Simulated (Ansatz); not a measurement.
# Sb (Fm-3m) in Ansatz: reference runs

How does Sb come out in PBE? The cell is run as given and disturbed.

Everything below comes from runs of Ansatz 0.2.0. Logs are shortened: lines on timing, memory, paths and dates and some standing lists are left out, and cuts for length are marked.

### Step 1. The crystal as given

It takes space group Fm-3m (No. 225, cubic). Conventional cell: a = 4.742 Å, b = 4.742 Å, c = 4.742 Å, α = 90.00°, β = 90.00°, γ = 90.00°. Sb (site symmetry m-3m) has 12 Sb at 3.35 Å as nearest neighbours.

This isn't the form of Sb at room conditions, which is rhombohedral.

### Step 2. Single point, PBE

Contents of input.yaml:

```yaml
crystal:
  lattice:
    - [0.0, 2.3712425216, 2.3712425216]
    - [2.3712425216, 0.0, 2.3712425216]
    - [2.3712425216, 2.3712425216, 0.0]
  atoms:
    - { symbol: Sb, position: [0.0, 0.0, 0.0] }
hamiltonian:
  xc: pbe
  pseudopotentials: { kind: paw }
kpoints:
  mp_grid: { grid: [10, 10, 10] }
scf:
  occupations: { method: fermi_dirac, width: 0.05 }
output:
  forces: true
  stress: true
  eigenvalues: true
```

Potentials or basis: Ansatz PAW.

Started as:

```bash
$ ansatz run input.yaml --threads 2 --pin off --max-ram 5120MiB --backend cpu --events-out ev --progress --plain --runs-dir out
```

Log:

```text
Warning: RAYON_NUM_THREADS=2 ignored (pool sized by the plan → 2); use --threads N
Engine: ansatz 0.2.0, x86_64-unknown-linux-gnu
Pseudopotentials: kind: paw
Pseudopotential: Sb, paw, valence charge 15, recommended cutoff 420 eV (normal), Sb.paw.azcp
Functional definition: PBE
  parameter kappa = 0.804
  parameter beta = 0.06672455060314922
  exchange = pbe_x(kappa = kappa, mu = beta*pi^2/3)
  correlation = pbe_c(beta = beta)
Crystal: 1 atoms, lattice volume = 26.666 Å³
Basis set: ecut = 420 eV, 531 PW (Γ), exchange–correlation on 48×48×48 points (8 copies of the dense FFT grid, shifted against one another)
Bands: 12, of which v1, the nominal top of the filled ones, is band 8 counted from 1 (7 counted from 0)
Symmetry: 48 space group operations
Space group: Fm-3m (ITA 225), of the structure as read, at distance tolerance 3.0e-5 Å
k-points: 47 of 1000
Non-local potential: Sb, projectors of the file, l = 0: 2, l = 1: 2, l = 2: 2, l = 3: 2
PAW form: soft (Blöchl's): semilocal exchange-correlation on the pseudo side does not see the compensation charge
PAW one-centre angular grid: Sb, 590 points (default); XC on 64 Gauss nodes
Initial density: superposition of atomic densities (neutral atoms: chi_scale 0, normalization atom), corrected by the library's trained network
Initial wavefunctions: pseudopotential atomic-orbital guess
Functional: x = pbe(κ = 0.804, μ = 0.2195149727645171), c = pbe(β = 0.06672455060314922)
SCF iter   1: F=—  HF=-6484.165387 eV  |F-HF|=—  |Δ(HF+E_count)|=         —  Δρ=8.21e-4  dr2=1.33e-4  ethr=1.77e-3  ⟨swp⟩=5.9  Hψ=3347  notcnv=0
preconditioner: auto → none  [metal: Δε(μ)=0.089 eV  Ē_g=12.614 eV  σ=0.050 eV  W_gap=0.42  n_scr=8 (ndim 8)  ℏωp=16.1 eV  f_vac=0.000  D(μ)=0.86/eV (n_scr^D=8)  sad-step TF]
SCF iter   2: F=—  HF=-6484.164938 eV  |F-HF|=—  |Δ(HF+E_count)|=   4.49e-4  Δρ=6.28e-4  dr2=1.15e-4  ethr=8.84e-7  ⟨swp⟩=2.3  Hψ=1300  notcnv=0
SCF iter   3: F=—  HF=-6484.164955 eV  |F-HF|=—  |Δ(HF+E_count)|=   1.73e-5  Δρ=2.49e-4  dr2=1.39e-5  ethr=7.64e-7  ⟨swp⟩=2.6  Hψ=895  notcnv=0
SCF iter   4: F=—  HF=-6484.164966 eV  |F-HF|=—  |Δ(HF+E_count)|=   1.09e-5  Δρ=6.86e-5  dr2=9.35e-7  ethr=9.30e-8  ⟨swp⟩=2.0  Hψ=649  notcnv=0
SCF iter   5: F=—  HF=-6484.164967 eV  |F-HF|=—  |Δ(HF+E_count)|=   1.07e-7  Δρ=2.80e-5  dr2=1.97e-7  ethr=6.23e-9  ⟨swp⟩=2.8  Hψ=891  notcnv=0
SCF iter   6: F=-6484.164966 eV  HF=-6484.164966 eV  |F-HF|=1.41e-9  |Δ(HF+E_count)|=   1.58e-7  Δρ=2.07e-6  dr2=7.79e-10  ethr=6.67e-10  ⟨swp⟩=6.6  Hψ=2646  notcnv=0
SCF 1 converged in 6 iterations: F = -6484.164966 eV  dr2 = 7.79e-10
SCF converged after 6 iterations
Free energy (F): -6484.164966 eV
Harris-Foulkes:  -6484.164966 eV  (|F-HF|=1.41e-9)
Internal energy: -6484.158255 eV  (E = F + TS)
E sigma→0 (E₀):  -6484.161611 eV
Entropy (-TS):   -0.006711 eV (-6.711 meV/atom)
Fermi energy:    11.812808 eV
--- Per-component energies (eV) ---
  E_band       = -142.117286
  E_kinetic    = 206.721972
  E_local      = -1425.225156  (includes V_loc(G=0)·N_el)
  E_nonlocal   = 361.418501
  E_hartree    = 652.028609
  E_xc         = -138.641406
  E_vxc        = -96.484685  (∫ρ·V_xc dr)
  E_paw        = -4574.342244  (= ΣΔE_a)
  E_vpaw       = -492.603736  (= ΣTr[D̂ρ^β])
  E_aug_tail   = -0.000002  (compensation charges beyond the density's cutoff)
  E_ewald      = -1566.118529
  E_smearing   = -0.006711  (= −TS)
  E_closure    = -0.000000  (closes the sum)
  Σ components = -6484.164966   (vs F -6484.164966, Δ=0.00e0)
--- Forces (eV/Å), atoms counted from 1 ---
  atom   1  Sb    -0.00000000     0.00000000    -0.00000000
  max |Σ_I F_I| component: 2.14e-31 eV/Å
--- Stress (GPa, compression-positive) ---
        1.875250      -0.000000      -0.000000
        0.000000       1.875250       0.000000
        0.000000       0.000000       1.875250
  P = ⅓ Tr σ = 1.8752 GPa (18.752 kbar)
--- Band table (eV; the first three rows and the last of 47) ---
  k-point 0: bands = ["-17.4957", "-17.4957", "-17.4957", "-17.4566", "-17.4566", "-1.1660", "17.2293", "17.2293", "17.2293", "22.0139", "22.3688", "22.3688"]
  k-point 1: bands = ["-17.4947", "-17.4916", "-17.4916", "-17.4563", "-17.4563", "-0.9661", "15.5119", "16.9780", "16.9780", "20.9109", "22.8113", "22.8113"]
  k-point 2: bands = ["-17.4922", "-17.4854", "-17.4854", "-17.4509", "-17.4509", "-0.3707", "12.5207", "16.4545", "16.4545", "20.3791", "23.1425", "23.1425"]
  k-point 46: bands = ["-17.4910", "-17.4841", "-17.4503", "-17.4358", "-17.4038", "4.5091", "8.0197", "9.3904", "10.4439", "20.4084", "21.1727", "24.8116"]
```

Run time: 0.61 s. Hardware: 2 threads of Intel Xeon 6975P-C (Granite Rapids), shared host; peak memory 0.34 GiB.

What came out:

```yaml
Free_energy: -6484.1650 eV
Pressure: 1.9 GPa
Band_gap_on_the_k_mesh: none (metal or under the smearing width)
```

Levels at points of the mesh, in eV from the Fermi level:
| k point | band 4 | band 5 | band 6 | band 7 | band 8 | band 9 | band 10 | band 11 |
| --- | --- | --- | --- | --- | --- | --- | --- | --- |
| (0.00, 0.00, 0.00) | -29.27 | -29.27 | -12.98 | 5.42 | 5.42 | 5.42 | 10.20 | 10.56 |
| (0.00, 0.00, -0.50) | -29.23 | -29.23 | -9.16 | -5.85 | 3.70 | 3.70 | 8.45 | 9.53 |
| (0.00, -0.50, -0.50) | -29.22 | -29.22 | -7.51 | -4.95 | 0.41 | 0.41 | 4.21 | 4.69 |

### Step 3. Single point, PBE (cell strained at random at fixed volume)

Contents of input.yaml:

```yaml
crystal:
  lattice:
    - [-0.016763, 2.380707, 2.40165]
    - [2.369753, 0.044349, 2.340538]
    - [2.409631, 2.359473, 0.004471]
  atoms:
    - { symbol: Sb, position: [-0.007538, 0.013091, -0.010743] }
hamiltonian:
  xc: pbe
  pseudopotentials: { kind: paw }
kpoints:
  mp_grid: { grid: [10, 10, 10] }
scf:
  occupations: { method: fermi_dirac, width: 0.05 }
output:
  forces: true
  stress: true
  eigenvalues: true
```

Potentials or basis: Ansatz PAW.

Started as:

```bash
$ ansatz run input.yaml --threads 2 --pin off --max-ram 5120MiB --backend cpu --events-out ev --progress --plain --runs-dir out
```

Log:

```text
Warning: RAYON_NUM_THREADS=2 ignored (pool sized by the plan → 2); use --threads N
[... 8 set-up lines as earlier in the session ...]
Crystal: 1 atoms, lattice volume = 26.666 Å³
Basis set: ecut = 420 eV, 533 PW (Γ), exchange–correlation on 48×48×48 points (8 copies of the dense FFT grid, shifted against one another)
Bands: 12, of which v1, the nominal top of the filled ones, is band 8 counted from 1 (7 counted from 0)
Symmetry: 2 space group operations
Space group: P-1 (ITA 2), of the structure as read, at distance tolerance 3.0e-5 Å
k-points: 504 of 1000
[... 6 set-up lines as earlier in the session ...]
SCF iter   1: F=—  HF=-6484.166473 eV  |F-HF|=—  |Δ(HF+E_count)|=         —  Δρ=9.58e-4  dr2=2.18e-4  ethr=1.77e-3  ⟨swp⟩=5.9  Hψ=36413  notcnv=0
preconditioner: auto → none  [metal: Δε(μ)=0.030 eV  Ē_g=12.616 eV  σ=0.050 eV  W_gap=0.15  n_scr=8 (ndim 8)  ℏωp=16.1 eV  f_vac=0.000  D(μ)=0.57/eV (n_scr^D=0)  sad-step TF]
SCF iter   2: F=—  HF=-6484.165991 eV  |F-HF|=—  |Δ(HF+E_count)|=   4.82e-4  Δρ=6.97e-4  dr2=1.61e-4  ethr=1.45e-6  ⟨swp⟩=2.0  Hψ=13439  notcnv=0
SCF iter   3: F=—  HF=-6484.165995 eV  |F-HF|=—  |Δ(HF+E_count)|=   3.31e-6  Δρ=2.16e-4  dr2=8.70e-6  ethr=1.07e-6  ⟨swp⟩=3.0  Hψ=9716  notcnv=0
SCF iter   4: F=—  HF=-6484.166001 eV  |F-HF|=—  |Δ(HF+E_count)|=   6.76e-6  Δρ=7.07e-5  dr2=1.31e-6  ethr=5.80e-8  ⟨swp⟩=2.0  Hψ=7147  notcnv=0
SCF iter   5: F=—  HF=-6484.166001 eV  |F-HF|=—  |Δ(HF+E_count)|=   7.37e-7  Δρ=2.36e-5  dr2=1.69e-7  ethr=8.74e-9  ⟨swp⟩=2.5  Hψ=10252  notcnv=0
SCF iter   6: F=-6484.166001 eV  HF=-6484.166001 eV  |F-HF|=2.66e-9  |Δ(HF+E_count)|=   1.16e-7  Δρ=2.75e-6  dr2=2.11e-9  ethr=6.67e-10  ⟨swp⟩=6.0  Hψ=24709  notcnv=0
SCF 1 converged in 6 iterations: F = -6484.166001 eV  dr2 = 2.11e-9
SCF converged after 6 iterations
Free energy (F): -6484.166001 eV
Harris-Foulkes:  -6484.166001 eV  (|F-HF|=2.66e-9)
Internal energy: -6484.161137 eV  (E = F + TS)
E sigma→0 (E₀):  -6484.163569 eV
Entropy (-TS):   -0.004864 eV (-4.864 meV/atom)
Fermi energy:    11.863088 eV
--- Per-component energies (eV) ---
  E_band       = -142.182955
  E_kinetic    = 206.709669
  E_local      = -1425.652705  (includes V_loc(G=0)·N_el)
  E_nonlocal   = 361.442612
  E_hartree    = 652.228090
  E_xc         = -138.632996
  E_vxc        = -96.475792  (∫ρ·V_xc dr)
  E_paw        = -4574.375002  (= ΣΔE_a)
  E_vpaw       = -492.660731  (= ΣTr[D̂ρ^β])
  E_aug_tail   = -0.000001  (compensation charges beyond the density's cutoff)
  E_ewald      = -1565.880802
  E_smearing   = -0.004864  (= −TS)
  E_closure    = 0.000000  (closes the sum)
  Σ components = -6484.166001   (vs F -6484.166001, Δ=0.00e0)
--- Forces (eV/Å), atoms counted from 1 ---
  atom   1  Sb     0.00000000     0.00000000     0.00000000
  max |Σ_I F_I| component: 0.00e0 eV/Å
--- Stress (GPa, compression-positive) ---
        1.870153       0.410277       0.219802
        0.410277       1.912858       0.068762
        0.219802       0.068762       1.500471
  P = ⅓ Tr σ = 1.7612 GPa (17.612 kbar)
--- Band table (eV; the first three rows and the last of 504) ---
  k-point 0: bands = ["-17.5060", "-17.5019", "-17.4972", "-17.4642", "-17.4549", "-1.1707", "16.8976", "17.1358", "17.6118", "21.9441", "22.0786", "22.2279"]
  k-point 1: bands = ["-17.5018", "-17.4992", "-17.4948", "-17.4641", "-17.4544", "-0.9715", "15.4736", "16.7265", "17.2143", "20.9903", "22.4270", "22.9769"]
  k-point 2: bands = ["-17.4984", "-17.4953", "-17.4860", "-17.4589", "-17.4500", "-0.3783", "12.4897", "16.3133", "16.6055", "20.4576", "22.9669", "23.2025"]
  k-point 503: bands = ["-17.5089", "-17.4944", "-17.4819", "-17.4198", "-17.4184", "2.5805", "5.9496", "15.3364", "15.8237", "20.2100", "21.0645", "21.5528"]
```

Wall time 4.2 s (2 threads of Intel Xeon 6975P-C (Granite Rapids), shared host); peak memory 0.48 GiB.

What came out:

```yaml
Free_energy: -6484.1660 eV
Pressure: 1.8 GPa
Band_gap_on_the_k_mesh: none (metal or under the smearing width)
```

Spin-orbit coupling is left out, which matters for the levels of Sb.
